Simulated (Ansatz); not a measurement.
**Strain response of SiNi$_{2}$**

Theory: DFT PBEsol, scalar-relativistic, plane waves, PAW (Ansatz 0.2.0). (420 eV cutoff, 12×12×8 k-mesh, Gaussian smearing of 0.10 eV, no spin polarisation)

The relaxed crystal:

```
Si Ni
1.0
     3.86846    0.00000    0.00000
    -1.93423    3.35019    0.00000
     0.00000    0.00000    4.91699
Si Ni
2 4
Cartesian
  0.0000 2.2335 3.6877
  1.9342 1.1167 1.2292
  0.0000 0.0000 0.0000
  0.0000 0.0000 2.4585
  0.0000 2.2335 1.2292
  1.9342 1.1167 3.6877
```

Deformation: uniaxial strain along c, with the lengths of a and b and the atoms relaxed and the angles held, all within the symmetry that the strain leaves. Energies are extrapolated to zero smearing.

```tsv
strain (%)	ΔE (meV/atom)	a (Å)	b (Å)	c (Å)
-6.0	48.1	3.918	3.918	4.622
-4.0	19.7	3.901	3.901	4.720
-2.0	4.5	3.885	3.885	4.819
+0.0	0.0	3.868	3.868	4.917
+2.0	4.0	3.853	3.853	5.015
+4.0	14.6	3.837	3.837	5.114
+6.0	30.3	3.822	3.822	5.212
```

Task: What stiffness (1/V) d²E/dε² at zero strain does a cubic fit over all points give?

Result: A cubic fit gives (1/V) d²E/dε² = 329 GPa at zero strain (Young's modulus along this axis, angles held).

Task: How does the free axis a answer a small strain?

Result: Between the innermost points its strain is -0.21 times the applied one.